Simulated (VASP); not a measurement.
# SnSe in VASP: a series of runs, part 2 of 2

VASP 6.6.1.

### 4 Single point, HSE06

File POSCAR:

```
SnSe
1.0
    4.2853274191      0.0000000000      0.0000000000
    0.0000000000      4.2853274191      0.0000000000
    0.0000000000      0.0000000000     10.9906921300
Sn Se
2 2
Direct
    0.0000000000      0.5000000000      0.6277708900
    0.5000000000      0.0000000000      0.3722291100
    0.0000000000      0.5000000000      0.3839605100
    0.5000000000      0.0000000000      0.6160394900
```

File INCAR.step1:

```
PREC = Accurate
ENCUT = 250
EDIFF = 1E-5
ISMEAR = 0
SIGMA = 0.01
LREAL = False
LASPH = True
NELM = 100
ALGO = Normal
ISIF = 2
LWAVE = True
LCHARG = False
NKRED = 1
NBANDS = 28
GGA = PE
```

File INCAR.step2:

```
PREC = Accurate
ENCUT = 250
EDIFF = 1E-6
ISMEAR = 0
SIGMA = 0.01
LREAL = False
LASPH = True
NELM = 100
ALGO = Normal
ISIF = 2
LWAVE = False
LCHARG = False
GGA = PE
LHFCALC = True
HFSCREEN = 0.2
PRECFOCK = Fast
NKRED = 1
NBANDS = 28
ISTART = 1
```

File KPOINTS:

```
regular mesh
0
Gamma
  3 3 1
```

Potentials or basis: VASP PAW PBE potentials, release 64 (Sn_d, Se).

Launch:

```console
cat potpaw_PBE.64/Sn_d/POTCAR potpaw_PBE.64/Se/POTCAR > POTCAR
cp INCAR.step1 INCAR
mpirun -np 1 vasp_std > vasp.out
cp INCAR.step2 INCAR
mpirun -np 1 vasp_std > vasp.out
```

OUTCAR:

```text
PREC = Accurate
   ENCUT = 250
   EDIFF = 1E-6
   ISMEAR = 0
   LREAL = False
   LASPH = True
   NELM = 100
   ISIF = 2
   GGA = PE
   LHFCALC = True
   HFSCREEN = 0.2
   PRECFOCK = Fast
   NKRED = 1
   ISTART = 1

 Found      3 irreducible k-points:

 Following reciprocal coordinates:
            Coordinates               Weight
[... 180 lines left out ...]

  FORCE on cell =-STRESS in cart. coord.  units (eV):
  Direction    XX          YY          ZZ          XY          YZ          ZX
  --------------------------------------------------------------------------------------
  -------------------------------------------------------------------------------------
  Total       -0.7280750     -0.7280750      0.8073548      0.0000000      0.0000000      0.0000000
  in kB       -5.7795451     -5.7795451      6.4088773      0.0000000      0.0000000      0.0000000
  external PRESSURE =      -1.7167376 kB  Pullay stress =       0.0000000 kB

 VOLUME and BASIS-vectors are now :
 -----------------------------------------------------------------------------
  energy-cutoff  :      250.00
  volume of cell :      201.83
      direct lattice vectors                 reciprocal lattice vectors
     4.285327419  0.000000000  0.000000000     0.233354398  0.000000000  0.000000000
     0.000000000  4.285327419  0.000000000     0.000000000  0.233354398  0.000000000
     0.000000000  0.000000000 10.990692130     0.000000000  0.000000000  0.090986081

 POSITION                                       TOTAL-FORCE (eV/Angst)
 -----------------------------------------------------------------------------------
      0.00000      2.14266      6.89964         0.000000      0.000000      0.089651
      2.14266      0.00000      4.09106         0.000000      0.000000     -0.089651
      0.00000      2.14266      4.21999         0.000000     -0.000000     -0.373592
      2.14266      0.00000      6.77070         0.000000      0.000000      0.373592
 -----------------------------------------------------------------------------------
    total drift:                                0.000000     -0.000000      0.000000

  FREE ENERGIE OF THE ION-ELECTRON SYSTEM (eV)
  ---------------------------------------------------
  free  energy   TOTEN  =       -19.5466969735 eV

  energy  without entropy=      -19.5466969735  energy(sigma->0) =      -19.54669697
```

OUTCAR.step1:

```text
PREC = Accurate
   ENCUT = 250
   EDIFF = 1E-5
   ISMEAR = 0
   LREAL = False
[... 202 lines left out ...]
      0.00000      2.14266      6.89964         0.000000      0.000000      0.262380
      2.14266      0.00000      4.09106         0.000000     -0.000000     -0.262380
      0.00000      2.14266      4.21999         0.000000     -0.000000     -0.685672
      2.14266      0.00000      6.77070         0.000000     -0.000000      0.685672
 -----------------------------------------------------------------------------------
    total drift:                                0.000000      0.000000      0.000000

  FREE ENERGIE OF THE ION-ELECTRON SYSTEM (eV)
  ---------------------------------------------------
  free  energy   TOTEN  =       -16.2999927886 eV

  energy  without entropy=      -16.2999927886  energy(sigma->0) =      -16.29999279
```

OSZICAR.step1:

```text
N       E                     dE             d eps       ncg     rms          rms(c)
DAV:   1     0.250606528280E+03    0.25061E+03   -0.13583E+04   176   0.898E+02
DAV:   2     0.105912784173E+02   -0.24002E+03   -0.23618E+03   184   0.260E+02
DAV:   3    -0.160351751470E+02   -0.26626E+02   -0.26435E+02   204   0.104E+02
DAV:   4    -0.168086338649E+02   -0.77346E+00   -0.77150E+00   192   0.197E+01
DAV:   5    -0.168279810842E+02   -0.19347E-01   -0.19346E-01   248   0.284E+00    0.476E+00
DAV:   6    -0.163351553544E+02    0.49283E+00   -0.10277E+00   220   0.481E+00    0.300E+00
DAV:   7    -0.163133861694E+02    0.21769E-01   -0.32085E-01   208   0.206E+00    0.125E+00
DAV:   8    -0.163038078597E+02    0.95783E-02   -0.34265E-02   196   0.116E+00    0.264E-01
DAV:   9    -0.162996970545E+02    0.41108E-02   -0.63424E-03   200   0.441E-01    0.128E-01
DAV:  10    -0.162983253494E+02    0.13717E-02   -0.28063E-03   184   0.208E-01    0.547E-02
DAV:  11    -0.162987779419E+02   -0.45259E-03   -0.10707E-03   184   0.119E-01    0.603E-02
DAV:  12    -0.162999069603E+02   -0.11290E-02   -0.46025E-04   148   0.879E-02    0.171E-02
DAV:  13    -0.162999900697E+02   -0.83109E-04   -0.57401E-05   152   0.519E-02    0.101E-02
DAV:  14    -0.162999927886E+02   -0.27189E-05   -0.66784E-06   152   0.146E-02
   1 F= -.16299993E+02 E0= -.16299993E+02  d E =-.271022E-11
```

Wall time 32 s (1 thread of Intel Xeon 6975P-C (Granite Rapids), shared host); peak memory 0.28 GiB.

The run converged, but some of its settings lie outside the range that counts as converged, so its numbers aren't taken as properties of the slab.

Results:

| Item | Value |
| --- | --- |
| Free energy | -19.5467 eV |
| Largest force | 0.374 eV/Å |
| Band gap on the k mesh | 2.04 eV, direct |

Caveat: the k mesh is coarse (spacing up to 0.49 Å⁻¹), so the values aren't converged, least of all with exact exchange; the cutoff is under 1.25 times the usual one of these potentials, so pressure, stress and relaxed cells hold a basis-set (Pulay) error; the PAW data sets were made with another functional, which shifts forces and pressure a little; spin-orbit coupling is left out, which moves the levels of the heavy elements.

### 5 Single point, HSE06

POSCAR is that of step 4.

Edit INCAR.step1 of step 4 so:

```diff
@@ -1,3 +1,3 @@
 PREC = Accurate
-ENCUT = 250
+ENCUT = 300
 EDIFF = 1E-5
```

Edit INCAR.step2 of step 4 so:

```diff
@@ -1,3 +1,3 @@
 PREC = Accurate
-ENCUT = 250
+ENCUT = 300
 EDIFF = 1E-6
```

KPOINTS is that of step 4.

Launch:

```console
cat potpaw_PBE.64/Sn_d/POTCAR potpaw_PBE.64/Se/POTCAR > POTCAR
cp INCAR.step1 INCAR
mpirun -np 1 vasp_std > vasp.out
cp INCAR.step2 INCAR
mpirun -np 1 vasp_std > vasp.out
```

Run time: 38 s. Hardware: 1 thread of Intel Xeon 6975P-C (Granite Rapids), shared host; peak memory 0.28 GiB.

The run converged, but some of its settings lie outside the range that counts as converged, so its numbers aren't taken as properties of the slab.

Results:

- Free energy: -19.5532 eV
- Largest force: 0.370 eV/Å
- Band gap on the k mesh: 2.04 eV, direct

Caveat: the k mesh is coarse (spacing up to 0.49 Å⁻¹), so the values aren't converged, least of all with exact exchange; the PAW data sets were made with another functional, which shifts forces and pressure a little; spin-orbit coupling is left out, which moves the levels of the heavy elements.
